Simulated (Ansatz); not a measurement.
A plane-wave DFT run in Ansatz 0.2.0 (scalar-relativistic PAW potentials unless the input names others): input and command.

```yaml
crystal:
  lattice:
    - [3.4855, -3.4855, 0.0]
    - [3.4855, 0.0, -3.4855]
    - [12.7799343, 4.06653285, 4.06653285]
  atoms:
    - { symbol: Sr, position: [0.527769445, 0.527769445, 0.1666833333] }
    - { symbol: Sr, position: [-0.694430555, -0.694430555, 0.83335] }
    - { symbol: Sr, position: [-0.083330555, -0.083330555, 0.5000166667] }
    - { symbol: Cl, position: [0.319444445, 0.319444445, 0.4166833333] }
    - { symbol: Cl, position: [0.930544445, -0.069455555, 0.08335] }
    - { symbol: Cl, position: [-0.291655555, -0.291655555, 0.7500166667] }
    - { symbol: Cl, position: [-0.097205555, -0.097205555, 0.9166833333] }
    - { symbol: Cl, position: [0.513894445, 0.513894445, 0.58335] }
    - { symbol: Cl, position: [0.124994445, 0.124994445, 0.2500166667] }
basis:
  ecutwfc: 420
kpoints:
  mp_grid: { grid: [5, 5, 2] }
hamiltonian:
  xc: pbe
scf:
  occupations: { method: gaussian, width: 0.05 }
  n_extra_bands: 4
output:
  forces: true
  eigenvalues: true
  stress: true
```

```bash
ansatz run input.yaml --threads 2 --pin off --max-ram 2560MiB --backend cpu --events-out ev --progress --plain --runs-dir out
```

Abridged log:
```
Basis set: ecut = 420 eV, 4969 PW (Γ), exchange–correlation on 72×72×192 points (8 copies of the dense FFT grid, shifted against one another)
Bands: 40, of which v1, the nominal top of the filled ones, is band 36 counted from 1 (35 counted from 0)
Symmetry: 4 space group operations
k-points: 18 of 50
SCF iter   1: F=—  HF=-17130.559541 eV  |F-HF|=—  |Δ(HF+E_count)|=         —  Δρ=7.41e-4  dr2=6.22e-3  ethr=1.77e-3  ⟨swp⟩=13.5  Hψ=4184  notcnv=0
SCF iter   2: F=—  HF=-17130.560381 eV  |F-HF|=—  |Δ(HF+E_count)|=   8.40e-4  Δρ=4.24e-4  dr2=1.62e-3  ethr=8.64e-6  ⟨swp⟩=3.2  Hψ=1831  notcnv=0
SCF iter   3: F=—  HF=-17130.560148 eV  |F-HF|=—  |Δ(HF+E_count)|=   2.32e-4  Δρ=1.66e-4  dr2=1.37e-4  ethr=2.25e-6  ⟨swp⟩=2.1  Hψ=1059  notcnv=0
SCF iter   4: F=—  HF=-17130.560163 eV  |F-HF|=—  |Δ(HF+E_count)|=   1.52e-5  Δρ=5.79e-5  dr2=1.06e-5  ethr=1.91e-7  ⟨swp⟩=2.0  Hψ=1046  notcnv=0
SCF iter   5: F=—  HF=-17130.560225 eV  |F-HF|=—  |Δ(HF+E_count)|=   6.17e-5  Δρ=1.58e-5  dr2=9.17e-7  ethr=1.47e-8  ⟨swp⟩=2.2  Hψ=1247  notcnv=0
SCF iter   6: F=-17130.560226 eV  HF=-17130.560226 eV  |F-HF|=5.00e-8  |Δ(HF+E_count)|=   1.07e-6  Δρ=3.75e-6  dr2=4.96e-8  ethr=1.39e-10  ⟨swp⟩=8.3  Hψ=4111  notcnv=0
SCF 1 converged in 6 iterations: F = -17130.560226 eV  dr2 = 4.96e-8
SCF converged after 6 iterations
Free energy (F): -17130.560226 eV
Harris-Foulkes:  -17130.560226 eV  (|F-HF|=5.00e-8)
Internal energy: -17130.560226 eV  (E = F + TS)
E sigma→0 (E₀):  -17130.560226 eV
Fermi energy:    6.344978 eV
--- Forces (eV/Å), atoms counted from 1 ---
  atom   1  Sr     0.13871613     0.10353277     0.10353277
  atom   2  Sr    -0.13871613    -0.10353277    -0.10353277
  atom   3  Sr     0.00000000     0.00000000     0.00000000
  atom   4  Cl    -0.01601974    -0.02381337    -0.02381337
  atom   5  Cl     3.84673273     0.53751536     0.53751536
  atom   6  Cl    -0.05660521     0.04861178     0.04861178
  atom   7  Cl    -3.84673273    -0.53751536    -0.53751536
  atom   8  Cl     0.01601974     0.02381337     0.02381337
  atom   9  Cl     0.05660521    -0.04861178    -0.04861178
--- Stress (GPa, compression-positive) ---
        6.961119       1.679771       1.679771
        1.679771       0.006903       0.397107
        1.679771       0.397107       0.006903
  P = ⅓ Tr σ = 2.3250 GPa (23.250 kbar)
```

Apart from outputs, the input differs from a reference run on usual settings in scf.n_extra_bands: not typed → 4. The reference, at the same geometry (not necessarily relaxed), gave pressure 2.33 GPa, largest force 3.921 eV/Å, gap on the mesh 3.45 eV. This run converged in 6 SCF iterations (reference: 6) with an energy at zero smearing within 0.01 meV/atom of the reference's, pressure 2.32 GPa, largest force 3.921 eV/Å, gap on the mesh 3.45 eV.